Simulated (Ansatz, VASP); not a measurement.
# One calculation of Pb, two programs

The input INCAR:

```
PREC = Accurate
ENCUT = 520
EDIFF = 1E-6
ISMEAR = -1
SIGMA = 0.1
LREAL = F
LASPH = T
NELM = 100
ALGO = Normal
ISIF = 2
LWAVE = F
LCHARG = T
GGA = RE
LELF = T
LVHAR = T
NBANDS = 13
```

KPOINTS

```
Automatic mesh
0
Gamma
  11 11 11
```

The input POSCAR:

```
Pb
1.0
    3.1477572804      0.0000000000      0.0000000000
    0.0000000000      3.1477572804      0.0000000000
    0.0000000000      0.0000000000      3.1477572804
Pb
1
Direct
    0.0000000000      0.0000000000      0.0000000000
```

Input for Ansatz:

```yaml
crystal:
  lattice:
    - [3.1477572804, 0.0, 0.0]
    - [0.0, 3.1477572804, 0.0]
    - [0.0, 0.0, 3.1477572804]
  atoms:
    - { symbol: Pb, position: [0.0, 0.0, 0.0] }
hamiltonian:
  xc: revpbe
  pseudopotentials:
    kind: paw
    azcp:
      Pb: "pseudopotentials/Pb.paw.azcp"
basis:
  ecutwfc: 420
  fft_grid_basis: typed
kpoints:
  mp_grid: { grid: [11, 11, 11], shift: [0, 0, 0] }
magnetization:
  spin_polarized: false
scf:
  occupations: { method: fermi_dirac, width: 0.1 }
  lower_state_search: "off"
output:
  stress: true
```

Alike in both runs: task single point; functional revPBE; k mesh 11 × 11 × 11; occupations fermi-dirac, width 0.1 eV; no spin polarisation.

|  | VASP | Ansatz |
| --- | --- | --- |
| version | VASP 6.6.1 | Ansatz 0.2.0 |
| potentials or method | VASP PAW PBE potentials, release 64 (Pb_d) | plane waves (420 eV) with PAW, scalar-relativistic |
| plane-wave cutoff (eV) | 520 | 420 |
| valence electrons in the cell | 14 | 14 |

```csv
,VASP,Ansatz,Ansatz less VASP
pressure (GPa),5.7,5.7,+0.04
```

Caveats: the PAW data sets were made with another functional, which shifts forces and pressure a little (VASP). The runs have no spin-orbit coupling, so splittings on Pb are missing.
